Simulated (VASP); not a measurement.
# MgTe (F-43m) in VASP: notebook

One crystal, MgTe, is run at these levels: PBEsol, HSE03+D4; tasks: G0W0 quasiparticle levels, optical spectrum.

Program: VASP 6.6.1. These are calculated values, not measurements. Logs are shortened: lines on timing, memory, paths and dates and some standing lists are left out, and cuts for length are marked.

### 1 The crystal as given

Symmetry: F-43m, No. 216, cubic system. The conventional cell has a = 6.464 Å, b = 6.464 Å, c = 6.464 Å, α = 90.00°, β = 90.00°, γ = 90.00°. Te (site symmetry -43m) has 4 Mg at 2.80 Å as nearest neighbours. Around Mg (site symmetry -43m) lie 4 Te at 2.80 Å.

The cell comes from a database or a generator and needn't be the stable form of this composition.

### 2 G0W0 quasiparticle levels, PBEsol

Input file POSCAR:

```
MgTe
1.0
    0.0000000000      3.2319988239      3.2319988239
    3.2319988239      0.0000000000      3.2319988239
    3.2319988239      3.2319988239      0.0000000000
Te Mg
1 1
Direct
    0.2500000000      0.2500000000      0.2500000000
    0.0000000000      0.0000000000      0.0000000000
```

Input file INCAR.step1:

```
SYSTEM = MgTe
PREC = Accurate
ENCUT = 450
EDIFF = 1E-8
ISMEAR = 0
SIGMA = 0.01
LREAL = .FALSE.
LASPH = .TRUE.
NELM = 80
ALGO = Normal
LWAVE = .TRUE.
LCHARG = .FALSE.
GGA = PS
```

Input file INCAR.step2:

```
SYSTEM = MgTe
PREC = Accurate
ENCUT = 450
EDIFF = 1E-8
ISMEAR = 0
SIGMA = 0.01
LREAL = .FALSE.
LASPH = .TRUE.
NELM = 1
ALGO = Exact
LWAVE = .TRUE.
LCHARG = .FALSE.
GGA = PS
NBANDS = 285
LOPTICS = .TRUE.
ISTART = 1
```

Input file INCAR.step3:

```
SYSTEM = MgTe
PREC = Accurate
ENCUT = 450
EDIFF = 1E-8
ISMEAR = 0
SIGMA = 0.01
LREAL = .FALSE.
LASPH = .TRUE.
ALGO = EVGW0
LWAVE = .TRUE.
LCHARG = .FALSE.
GGA = PS
NELMGW = 1
NBANDS = 285
ENCUTGW = 150
NOMEGA = 64
PRECFOCK = Fast
ISTART = 1
NBANDSGW = 12
```

Input file INCAR.step4:

```
SYSTEM = MgTe
PREC = Accurate
ENCUT = 450
EDIFF = 1E-8
ISMEAR = 0
SIGMA = 0.01
LREAL = .FALSE.
LASPH = .TRUE.
ALGO = BSE
LWAVE = .FALSE.
LCHARG = .FALSE.
GGA = PS
NBANDS = 285
ENCUTGW = 150
NBANDSO = 4
NBANDSV = 4
ANTIRES = 0
OMEGAMAX = 20
PRECFOCK = Fast
ISTART = 1
NBSEEIG = 10
```

Input file KPOINTS:

```
regular mesh
0
G
  4 4 4
  0 0 0
```

Potentials or basis: VASP PAW PBE potentials, release 64 (Te_GW, Mg_GW).

Command:

```sh
$ cat potpaw_PBE.64/Te_GW/POTCAR potpaw_PBE.64/Mg_GW/POTCAR > POTCAR
$ cp INCAR.step1 INCAR
$ mpirun -np 1 vasp_std > vasp.out
$ cp INCAR.step2 INCAR
$ mpirun -np 1 vasp_std > vasp.out
$ cp INCAR.step3 INCAR
$ mpirun -np 1 vasp_std > vasp.out
$ cp INCAR.step4 INCAR
$ mpirun -np 1 vasp_std > vasp.out
```

OUTCAR:

```text
SYSTEM = MgTe
   PREC = Accurate
   ENCUT = 450
   EDIFF = 1E-8
   ISMEAR = 0
   LREAL = .FALSE.
   LASPH = .TRUE.
   GGA = PS
   ENCUTGW = 150
   PRECFOCK = Fast
   ISTART = 1

 ion  position               nearest neighbor table
   1  0.250  0.250  0.250-   2 2.80   2 2.80   2 2.80   2 2.80
   2  0.000  0.000  0.000-   1 2.80   1 2.80   1 2.80   1 2.80

  LATTYP: Found a face centered cubic cell.
 ALAT       =     6.4639976478

  Lattice vectors:

 A1 = (   0.0000000000,   3.2319988239,   3.2319988239)
 A2 = (   3.2319988239,   0.0000000000,   3.2319988239)
 A3 = (   3.2319988239,   3.2319988239,   0.0000000000)

Analysis of symmetry for initial positions (statically):
=====================================================================
 Subroutine PRICEL returns:
 Original cell was already a primitive cell.

 Routine SETGRP: Setting up the symmetry group for a
 face centered cubic supercell.

 Subroutine GETGRP returns: Found 24 space group operations
 (whereof 24 operations were pure point group operations)
 out of a pool of 48 trial point group operations.

The static configuration has the point symmetry T_d .

Analysis of symmetry for dynamics (positions and initial velocities):
=====================================================================
 Subroutine PRICEL returns:
 Original cell was already a primitive cell.

 Routine SETGRP: Setting up the symmetry group for a
 face centered cubic supercell.

 Subroutine GETGRP returns: Found 24 space group operations
 (whereof 24 operations were pure point group operations)
 out of a pool of 48 trial point group operations.

The dynamic configuration has the point symmetry T_d .

 Subroutine INISYM returns: Found 24 space group operations
 (whereof 24 operations are pure point group operations),
 and found     1 'primitive' translations

----------------------------------------------------------------------------------------

                                     Primitive cell

  volume of cell :      67.5217

  direct lattice vectors                    reciprocal lattice vectors
     0.000000000  3.231998824  3.231998824    -0.154703027  0.154703027  0.154703027
     3.231998824  0.000000000  3.231998824     0.154703027 -0.154703027  0.154703027
     3.231998824  3.231998824  0.000000000     0.154703027  0.154703027 -0.154703027

  length of vectors
     4.570736570  4.570736570  4.570736570     0.267953502  0.267953502  0.267953502

  position of ions in fractional coordinates (direct lattice)
     0.250000000  0.250000000  0.250000000
     0.000000000  0.000000000  0.000000000

  ion indices of the primitive-cell ions
   primitive index   ion index
                 1           1
                 2           2

----------------------------------------------------------------------------------------

 KPOINTS: regular mesh

Automatic generation of k-mesh.
 Grid dimensions read from file:
 generate k-points for:    4    4    4

 Generating k-lattice:

  Cartesian coordinates                     Fractional coordinates (reciprocal lattice)
    -0.038675757  0.038675757  0.038675757     0.250000000  0.000000000  0.000000000
     0.038675757 -0.038675757  0.038675757     0.000000000  0.250000000  0.000000000
     0.038675757  0.038675757 -0.038675757     0.000000000  0.000000000  0.250000000

  Length of vectors
     0.066988376  0.066988376  0.066988376

  Shift w.r.t. Gamma in fractional coordinates (k-lattice)
     0.000000000  0.000000000  0.000000000

 Subroutine IBZKPT returns following result:
 ===========================================

 Found      8 irreducible k-points:

 Following reciprocal coordinates:
            Coordinates               Weight
  0.000000  0.000000  0.000000      1.000000
  0.250000  0.000000  0.000000      8.000000
  0.500000  0.000000  0.000000      4.000000
  0.250000  0.250000  0.000000      6.000000
  0.500000  0.250000  0.000000     24.000000
 -0.250000  0.250000  0.000000     12.000000
  0.500000  0.500000  0.000000      3.000000
 -0.250000  0.500000  0.250000      6.000000
   k-points           NKPTS =      8   k-points in BZ     NKDIM =     64   number of bands    NBANDS=    285
   number of dos      NEDOS =    301   number of ions     NIONS =      2
   total plane-waves  NPLWV =  32768
   dimension x,y,z NGX =    32 NGY =   32 NGZ =   32
   dimension x,y,z NGXF=    64 NGYF=   64 NGZF=   64
   ions per type =               1   1
   NGX,Y,Z   is equivalent  to a cutoff of  11.64, 11.64, 11.64 a.u.
   NGXF,Y,Z  is equivalent  to a cutoff of  23.28, 23.28, 23.28 a.u.
 SYSTEM =  MgTe
   PREC   = accura    normal or accurate (medium, high low for compatibility)
   ISTART =      1    job   : 0-new  1-cont  2-samecut
   ICHARG =      0    charge: 1-file 2-atom 10-const
   ISPIN  =      1    spin polarized calculation?
   LNONCOLLINEAR =      F non collinear calculations
   LSORBIT =      F    spin-orbit coupling
   LASPH  =      T    aspherical Exc in radial PAW
   ENCUT  =  450.0 eV  33.07 Ry    5.75 a.u.   7.91  7.91  7.91*2*pi/ulx,y,z
   NELM   =     60;   NELMIN=  2; NELMDL=  0     # of ELM steps
   EDIFF  = 0.1E-07   stopping-criterion for ELM
   LREAL  =      F    real-space projection
   EDIFFG = 0.1E-06   stopping-criterion for IOM
   NSW    =      0    number of steps for IOM
   IBRION =     -1    ionic relax: 0-MD 1-quasi-New 2-CG
   NFREE  =      0    steps in history (QN), initial steepest desc. (CG)
   ISIF   =      0    stress and relaxation
   ISYM   =      3    0-nonsym 1-usesym 2-fastsym
   POTIM  = 0.5000    time-step for ionic-motion
   TEBEG  =    0.0;   TEEND  =   0.0 temperature during run
   PSTRESS=    0.0 pullay stress
   NELECT =       8.0000    total number of electrons
   NUPDOWN=      -1.0000    fix difference up-down
   EMIN   =  10.00;   EMAX   =-10.00  energy-range for DOS
   EFERMI =   0.00;   METHOD = LEGACY
   ISMEAR =     0;   SIGMA  =   0.01  broadening in eV -4-tet -1-fermi 0-gaus
   EFERMI_NEDOS =   21; number of points for ismear=-14 and -15
   IALGO  =     38    algorithm
   IMIX   =      4    mixing-type and parameters
     AMIX     =   0.40;   BMIX     =  1.00
     AMIX_MAG =   1.60;   BMIX_MAG =  1.00
  volume/ion in A,a.u.               =      33.76       227.83
  Fermi-wavevector in a.u.,A,eV,Ry     =   0.804063  1.519460  8.796411  0.646518
  Thomas-Fermi vector in A             =   1.912049
   LORBIT       =      0    0 simple, 1 ext, 2 COOP (PROOUT), +10 PAW based schemes
   GGA     = PS    functional components
   LHFCALC =     T    Hartree Fock is set to
   PRECFOCK=fast      Normal, Fast or Accurate (Low or Medium for compatibility)
   ENCUT4O =  -1.0   cutoff for four orbital integrals eV
   NKREDX  =     1    reduce k-point grid by
   NKREDY  =     1    reduce k-point grid by
   NKREDZ  =     1    reduce k-point grid by
   AEXX    =    1.0000 exact exchange contribution
   HFSCREEN=    0.0000 screening length (either q_TF or 0.3 A-1)
   HFSCREENC=   0.0000 screening length for correlation (either q_TF or 0.3 A-1)
   ENCUTFOCK=  -1.0 apply spherical cutoff to Coloumb kernel
   IVDW    =     0    specifies the selected vdW correction
   LEPSILON=     F    determine dielectric tensor
   LRPA    =     F    only Hartree local field effects (RPA)
   LRPAFORCE           =     F    calculate RPA forces
   ENCUTGW             = 150.0    cutoff for response function in eV
   ENCUTGWSOFT         = 120.0    soft cutoff for Coulomb kernel in GW response function in eV
   ENCUTLF             =  -1.0    cutoff for local field effects
   NELMGW              =     1    number of iterations in solving QP/BSE equation
   NELMHF              =     1    number of iterations in the inner HF iteration
   NKREDLFX            =     1    NKREDLFY  =   1   NKREDLFZ  =   1
 non-spin polarized calculation
 Gauss-broadening in eV      SIGMA  =   0.01
  energy-cutoff  :      450.00
  volume of cell :       67.52
 maximum number of plane-waves:      1476
  NGX = 18; NGY = 18; NGZ = 18
   NGX = 15   NGY = 15   NGZ = 15
 maximum number of plane-waves:       290

 BSE (scaLAPACK) attempting allocation of   0.017 Gbyte  rank=   1024

=======================================================================
```

It took 7.8 min on 1 thread of Intel Xeon Platinum 8259CL at 2.50GHz (Skylake/Cascade Lake), shared host; peak memory 0.78 GiB.

Results:

- Band gap on the k mesh, mean-field level: 2.29 eV, direct
- Quasiparticle gap: 3.66 eV
- Least direct quasiparticle gap: 3.66 eV

Dielectric function (mean over the directions given):
| energy (eV) | real part | imaginary part |
| --- | --- | --- |
| 0.32 | 6.66 | 0.02 |
| 0.96 | 6.90 | 0.06 |
| 1.60 | 7.47 | 0.13 |
| 2.32 | 8.92 | 0.32 |
| 2.96 | 13.33 | 1.92 |
| 3.68 | 10.72 | 2.09 |
| 4.32 | -2.08 | 46.48 |
| 5.04 | 10.92 | 11.14 |
| 5.69 | -6.41 | 5.96 |
| 6.41 | -1.08 | 2.95 |
| 7.05 | -3.17 | 3.21 |
| 7.69 | -3.12 | 3.41 |
| 8.41 | 0.37 | 2.46 |
| 9.05 | -3.51 | 1.99 |
| 9.77 | -2.26 | 0.76 |
| 10.41 | -1.53 | 0.16 |
| 11.13 | -0.88 | 0.07 |
| 11.77 | -0.54 | 0.05 |
| 12.49 | -0.26 | 0.03 |
| 13.13 | -0.03 | 0.05 |
| 13.77 | 0.03 | 0.07 |
| 14.49 | 0.16 | 0.14 |
| 15.14 | 0.36 | 0.13 |
| 15.86 | 0.21 | 0.11 |
| 16.50 | 0.33 | 0.14 |
| 17.22 | 0.30 | 0.09 |
| 17.86 | 0.40 | 0.01 |
| 18.58 | 0.47 | 0.01 |
| 19.22 | 0.52 | 0.01 |
| 19.94 | 0.55 | 0.01 |

Lowest excitation energies (eV) and strengths:
| energy | strength |
| --- | --- |
| 3.244 | 16.7 |
| 3.244 | 16.7 |
| 3.244 | 16.7 |
| 4.304 | 56.8 |
| 4.304 | 56.8 |
| 4.304 | 56.8 |
| 4.401 | 0 |
| 4.401 | 0 |
| 4.401 | 0 |
| 4.425 | 0 |

Caveat: the k mesh is coarse (spacing up to 0.42 Å⁻¹), so the values aren't converged; bands, screening cutoff and mesh are small and nothing is extrapolated, so the quasiparticle values aren't converged; spectra need much finer meshes, so this one isn't converged; spin-orbit coupling is left out, which moves the levels of the heavy elements. A k mesh can miss the band edges.

(Continued in part 2 of 2.)
